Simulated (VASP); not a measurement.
# Y (P6_3/mmc) in VASP: further runs

One crystal, Y, is run at these levels: PBEsol; tasks: single point.

Program: VASP 6.6.1. These are calculated values, not measurements. Logs are shortened: lines on timing, memory, paths and dates and some standing lists are left out, and cuts for length are marked.

**1. The crystal as given**

It takes space group P6_3/mmc (No. 194, hexagonal). The conventional cell has a = 3.647 Å, b = 3.647 Å, c = 5.731 Å, α = 90.00°, β = 90.00°, γ = 120.00°. Y (site symmetry -6m2) is surrounded by 12 Y at 3.56 to 3.65 Å.

**2. Single point, PBEsol**

The input, INCAR:

```
SYSTEM = Y
PREC = Accurate ; ENCUT = 450
EDIFF = 1E-6 ; ISMEAR = -1
SIGMA = 0.15 ; LREAL = .FALSE.
LASPH = .TRUE. ; NELM = 100
ALGO = Normal ; ISIF = 2
LWAVE = .FALSE. ; LCHARG = .FALSE.
GGA = PS ; ADDGRID = .FALSE.
```

The input, KPOINTS:

```
regular mesh
0
G
  2 2 1
  0 0 0
```

The input, POSCAR:

```
Y
1.0
    3.6474000000      0.0000000000      0.0000000000
   -1.8237000000      3.1587410578      0.0000000000
    0.0000000000      0.0000000000      5.7306000000
Y
2
Direct
    0.6666666667      0.3333333333      0.7500000000
    0.3333333333      0.6666666667      0.2500000000
```

Potentials or basis: VASP PAW PBE potentials, release 64 (Y_sv).

Run with:

```
$ cat potpaw_PBE.64/Y_sv/POTCAR > POTCAR
$ mpirun -np 1 vasp_std > vasp.out
```

OUTCAR:

```text
SYSTEM = Y
   PREC = Accurate
   ENCUT = 450
   EDIFF = 1E-6
   ISMEAR = -1
   LREAL = .FALSE.
   LASPH = .TRUE.
   NELM = 100
   ISIF = 2
   GGA = PS

 Found      2 irreducible k-points:

 Following reciprocal coordinates:
            Coordinates               Weight
  0.000000  0.000000  0.000000      1.000000
  0.500000  0.000000  0.000000      3.000000
   k-points           NKPTS =      2   k-points in BZ     NKDIM =      2   number of bands    NBANDS=     15
   number of dos      NEDOS =    301   number of ions     NIONS =      2
   total plane-waves  NPLWV =  31360
   dimension x,y,z NGX =    28 NGY =   28 NGZ =   40
   dimension x,y,z NGXF=    56 NGYF=   56 NGZF=   80
   ions per type =               2
   NGX,Y,Z   is equivalent  to a cutoff of  12.76, 12.76, 11.60 a.u.
   NGXF,Y,Z  is equivalent  to a cutoff of  25.52, 25.52, 23.21 a.u.
 SYSTEM =  Y
   PREC   = accura    normal or accurate (medium, high low for compatibility)
   ISTART =      0    job   : 0-new  1-cont  2-samecut
   ICHARG =      2    charge: 1-file 2-atom 10-const
   ISPIN  =      1    spin polarized calculation?
   LNONCOLLINEAR =      F non collinear calculations
   LSORBIT =      F    spin-orbit coupling
   LASPH  =      T    aspherical Exc in radial PAW
   ENCUT  =  450.0 eV  33.07 Ry    5.75 a.u.   6.31  6.31  9.91*2*pi/ulx,y,z
   NELM   =    100;   NELMIN=  2; NELMDL= -5     # of ELM steps
   EDIFF  = 0.1E-05   stopping-criterion for ELM
   LREAL  =      F    real-space projection
   EDIFFG = 0.1E-04   stopping-criterion for IOM
   NSW    =      0    number of steps for IOM
   IBRION =     -1    ionic relax: 0-MD 1-quasi-New 2-CG
   NFREE  =      0    steps in history (QN), initial steepest desc. (CG)
   ISIF   =      2    stress and relaxation
   ISYM   =      2    0-nonsym 1-usesym 2-fastsym
   POTIM  = 0.5000    time-step for ionic-motion
   TEBEG  =    0.0;   TEEND  =   0.0 temperature during run
   PSTRESS=    0.0 pullay stress
   NELECT =      22.0000    total number of electrons
   NUPDOWN=      -1.0000    fix difference up-down
   EMIN   =  10.00;   EMAX   =-10.00  energy-range for DOS
   EFERMI =   0.00;   METHOD = LEGACY
   ISMEAR =    -1;   SIGMA  =   0.15  broadening in eV -4-tet -1-fermi 0-gaus
   EFERMI_NEDOS =   21; number of points for ismear=-14 and -15
   IALGO  =     38    algorithm
   IMIX   =      4    mixing-type and parameters
     AMIX     =   0.40;   BMIX     =  1.00
     AMIX_MAG =   1.60;   BMIX_MAG =  1.00
  volume/ion in A,a.u.               =      33.01       222.77
  Fermi-wavevector in a.u.,A,eV,Ry     =   1.134967  2.144777 17.526345  1.288150
  Thomas-Fermi vector in A             =   2.271671
   LORBIT       =      0    0 simple, 1 ext, 2 COOP (PROOUT), +10 PAW based schemes
   GGA     = PS    functional components
   LHFCALC =     F    Hartree Fock is set to
   AEXX    =    0.0000 exact exchange contribution
   IVDW    =     0    specifies the selected vdW correction
   LEPSILON=     F    determine dielectric tensor
   LRPA    =     F    only Hartree local field effects (RPA)
 non-spin polarized calculation
  energy-cutoff  :      450.00
  volume of cell :       66.02
 maximum number of plane-waves:      1423
 NGX is ok and might be reduce to    28
   NGX = 13   NGY = 13   NGZ = 19

 number of electron      22.0000000 magnetization

 Free energy of the ion-electron system (eV)
  ---------------------------------------------------
  ext. energy  EPLUGINS =         0.00000000
  ---------------------------------------------------
  free energy    TOTEN  =       -14.94392385 eV

  energy without entropy =      -14.77665687  energy(sigma->0) =      -14.86029036

 E-fermi :   2.6724     XC(G=0):  -9.5029

 val. band max:        2.0452522625   @ k =   0.5000   0.0000   0.0000
 cond. band min:       2.7652150295   @ k =   0.5000   0.0000   0.0000
 fundamental gap:      0.7199627670
 Fermi energy:         2.6723814885

 k-point     1 :       0.0000    0.0000    0.0000
  band No.  band energies     occupation
      1     -39.7109      2.00000
      2     -39.6383      2.00000
      3     -20.0635      2.00000
      4     -19.5005      2.00000
      5     -19.5005      2.00000
      6     -19.4707      2.00000
      7     -19.4113      2.00000
      8     -19.4113      2.00000
      9      -1.8141      2.00000
     10       1.0416      1.99996
     11       3.7185      0.00187
     12       4.6649      0.00000
     13       4.6649      0.00000
     14       4.8856      0.00000
     15       5.2685      0.00000

 k-point     2 :       0.5000    0.0000    0.0000
  band No.  band energies     occupation
      1     -39.6519      2.00000
      2     -39.6281      2.00000
      3     -19.8748      2.00000
      4     -19.8141      2.00000
      5     -19.7726      2.00000
      6     -19.6224      2.00000
      7     -19.6167      2.00000
      8     -19.4680      2.00000
      9       1.1964      1.99989
     10       1.7365      1.99610
     11       2.0453      1.96989
     12       2.7652      0.70007
     13       4.2270      0.00006
     14       4.3171      0.00003
     15       4.9419      0.00000

------------------------ aborting loop because EDIFF is reached ----------------------------------------

  FORCE on cell =-STRESS in cart. coord.  units (eV):
  Direction    XX          YY          ZZ          XY          YZ          ZX
  --------------------------------------------------------------------------------------
  -------------------------------------------------------------------------------------
  Total       -4.2464725     -4.2464725     -4.1955948      0.0000000      0.0000000     -0.0000000
  in kB     -103.0484310   -103.0484310   -101.8137899      0.0000000      0.0000000     -0.0000000
  external PRESSURE =    -102.6368840 kB  Pullay stress =       0.0000000 kB

 VOLUME and BASIS-vectors are now :
 -----------------------------------------------------------------------------
  energy-cutoff  :      450.00
  volume of cell :       66.02
      direct lattice vectors                 reciprocal lattice vectors
     3.647400000  0.000000000  0.000000000     0.274167900  0.158290911  0.000000000
    -1.823700000  3.158741058  0.000000000     0.000000000  0.316581822  0.000000000
     0.000000000  0.000000000  5.730600000     0.000000000  0.000000000  0.174501797

 POSITION                                       TOTAL-FORCE (eV/Angst)
 -----------------------------------------------------------------------------------
      1.82370      1.05291      4.29795        -0.000000      0.000000      0.000000
     -0.00000      2.10583      1.43265         0.000000     -0.000000      0.000000
 -----------------------------------------------------------------------------------
    total drift:                               -0.000000      0.000000     -0.000000

  FREE ENERGIE OF THE ION-ELECTRON SYSTEM (eV)
  ---------------------------------------------------
  free  energy   TOTEN  =       -14.9439238517 eV

  energy  without entropy=      -14.7766568673  energy(sigma->0) =      -14.86029036
```

stdout:

```text
POSCAR found type information on POSCAR Y
 POSCAR found :  1 types and       2 ions
 scaLAPACK will be used
 -----------------------------------------------------------------------------
|                                                                             |
|                                                                             |
|     You enforced a specific xc type in the INCAR file but a different       |
|     I HOPE YOU KNOW WHAT YOU ARE DOING!                                     |
|                                                                             |
 -----------------------------------------------------------------------------

 LDA part: xc-table for (Slater+PW92), standard interpolation
 POSCAR, INCAR and KPOINTS ok, starting setup
 FFT: planning ... GRIDC
 FFT: planning ... GRID_SOFT
 FFT: planning ... GRID
 WAVECAR not read
 entering main loop
```

It took 12 s on 1 thread of Intel Xeon Platinum 8488C (Sapphire Rapids), shared host; peak memory 0.17 GiB.

These settings aren't checked as converged: the numbers below hold their error.

Results:

| Item | Value |
| --- | --- |
| Free energy | -14.9439 eV |
| Pressure | -10.3 GPa |
| Band gap on the k mesh | none (metal or under the smearing width) |

Caveat: the k mesh is coarse (spacing up to 1.10 Å⁻¹), so the values aren't converged; the PAW data sets were made with another functional, which shifts forces and pressure a little.

**3. Single point, PBEsol**

INCAR: that of step 2 with these lines changed.

```diff
@@ -1,3 +1,3 @@
 SYSTEM = Y
-PREC = Accurate ; ENCUT = 450
+PREC = Accurate ; ENCUT = 550
 EDIFF = 1E-6 ; ISMEAR = -1
```

KPOINTS is that of step 2.

POSCAR is that of step 2.

Potentials or basis: VASP PAW PBE potentials, release 64 (Y_sv).

Run with:

```
$ cat potpaw_PBE.64/Y_sv/POTCAR > POTCAR
$ mpirun -np 1 vasp_std > vasp.out
```

Run time: 12 s. Hardware: 1 thread of Intel Xeon Platinum 8488C (Sapphire Rapids), shared host; peak memory 0.19 GiB.

The run converged, but some of its settings lie outside the range that counts as converged, so its numbers aren't taken as properties of the crystal.

What came out:

```
Free energy            : -14.9444 eV
Pressure               : -10.2 GPa
Band gap on the k mesh : none (metal or under the smearing width)
```

Caveat: the k mesh is coarse (spacing up to 1.10 Å⁻¹), so the values aren't converged; the PAW data sets were made with another functional, which shifts forces and pressure a little.

**4. Single point, PBEsol**

INCAR: that of step 3 with these lines changed.

```diff
@@ -1,3 +1,3 @@
 SYSTEM = Y
-PREC = Accurate ; ENCUT = 550
+PREC = Accurate ; ENCUT = 700
 EDIFF = 1E-6 ; ISMEAR = -1
```

KPOINTS is that of step 3.

POSCAR is that of step 3.

Potentials or basis: VASP PAW PBE potentials, release 64 (Y_sv).

Run with:

```
$ cat potpaw_PBE.64/Y_sv/POTCAR > POTCAR
$ mpirun -np 1 vasp_std > vasp.out
```

OUTCAR:

```text
SYSTEM = Y
   PREC = Accurate
   ENCUT = 700
   EDIFF = 1E-6
   ISMEAR = -1
   LREAL = .FALSE.
   LASPH = .TRUE.
   NELM = 100
   ISIF = 2
   GGA = PS

 Found      2 irreducible k-points:

 Following reciprocal coordinates:
            Coordinates               Weight
  0.000000  0.000000  0.000000      1.000000
  0.500000  0.000000  0.000000      3.000000
   k-points           NKPTS =      2   k-points in BZ     NKDIM =      2   number of bands    NBANDS=     15
   number of dos      NEDOS =    301   number of ions     NIONS =      2
   total plane-waves  NPLWV =  51200
   dimension x,y,z NGX =    32 NGY =   32 NGZ =   50
   dimension x,y,z NGXF=    64 NGYF=   64 NGZF=  100
   ions per type =               2
   NGX,Y,Z   is equivalent  to a cutoff of  14.59, 14.59, 14.51 a.u.
   NGXF,Y,Z  is equivalent  to a cutoff of  29.17, 29.17, 29.01 a.u.
 SYSTEM =  Y
   PREC   = accura    normal or accurate (medium, high low for compatibility)
   ISTART =      0    job   : 0-new  1-cont  2-samecut
   ICHARG =      2    charge: 1-file 2-atom 10-const
   ISPIN  =      1    spin polarized calculation?
   LNONCOLLINEAR =      F non collinear calculations
   LSORBIT =      F    spin-orbit coupling
   LASPH  =      T    aspherical Exc in radial PAW
   ENCUT  =  700.0 eV  51.45 Ry    7.17 a.u.   7.87  7.87 12.36*2*pi/ulx,y,z
[... 72 lines left out ...]
     14       4.8854      0.00000
     15       5.2683      0.00000

 k-point     2 :       0.5000    0.0000    0.0000
  band No.  band energies     occupation
      1     -39.6521      2.00000
      2     -39.6283      2.00000
      3     -19.8750      2.00000
      4     -19.8144      2.00000
      5     -19.7729      2.00000
      6     -19.6227      2.00000
      7     -19.6170      2.00000
      8     -19.4683      2.00000
      9       1.1961      1.99989
     10       1.7363      1.99610
     11       2.0450      1.96988
     12       2.7649      0.70008
     13       4.2267      0.00006
     14       4.3169      0.00003
     15       4.9417      0.00000

------------------------ aborting loop because EDIFF is reached ----------------------------------------

  FORCE on cell =-STRESS in cart. coord.  units (eV):
  Direction    XX          YY          ZZ          XY          YZ          ZX
  --------------------------------------------------------------------------------------
  -------------------------------------------------------------------------------------
  Total       -4.2408011     -4.2408011     -4.1897678     -0.0000000      0.0000000      0.0000000
  in kB     -102.9108045   -102.9108045   -101.6723875     -0.0000000      0.0000000      0.0000000
  external PRESSURE =    -102.4979988 kB  Pullay stress =       0.0000000 kB

 VOLUME and BASIS-vectors are now :
 -----------------------------------------------------------------------------
  energy-cutoff  :      700.00
  volume of cell :       66.02
      direct lattice vectors                 reciprocal lattice vectors
     3.647400000  0.000000000  0.000000000     0.274167900  0.158290911  0.000000000
    -1.823700000  3.158741058  0.000000000     0.000000000  0.316581822  0.000000000
     0.000000000  0.000000000  5.730600000     0.000000000  0.000000000  0.174501797

 POSITION                                       TOTAL-FORCE (eV/Angst)
 -----------------------------------------------------------------------------------
      1.82370      1.05291      4.29795         0.000000      0.000000      0.000000
     -0.00000      2.10583      1.43265        -0.000000     -0.000000      0.000000
 -----------------------------------------------------------------------------------
    total drift:                               -0.000000      0.000000     -0.000000

  FREE ENERGIE OF THE ION-ELECTRON SYSTEM (eV)
  ---------------------------------------------------
  free  energy   TOTEN  =       -14.9444094603 eV

  energy  without entropy=      -14.7771322613  energy(sigma->0) =      -14.86077086
```

Run time: 12 s. Hardware: 1 thread of Intel Xeon Platinum 8488C (Sapphire Rapids), shared host; peak memory 0.21 GiB.

The run converged, but some of its settings lie outside the range that counts as converged, so its numbers aren't taken as properties of the crystal.

What came out:

- Free energy: -14.9444 eV
- Pressure: -10.2 GPa
- Band gap on the k mesh: none (metal or under the smearing width)

Caveat: the k mesh is coarse (spacing up to 1.10 Å⁻¹), so the values aren't converged; the PAW data sets were made with another functional, which shifts forces and pressure a little.
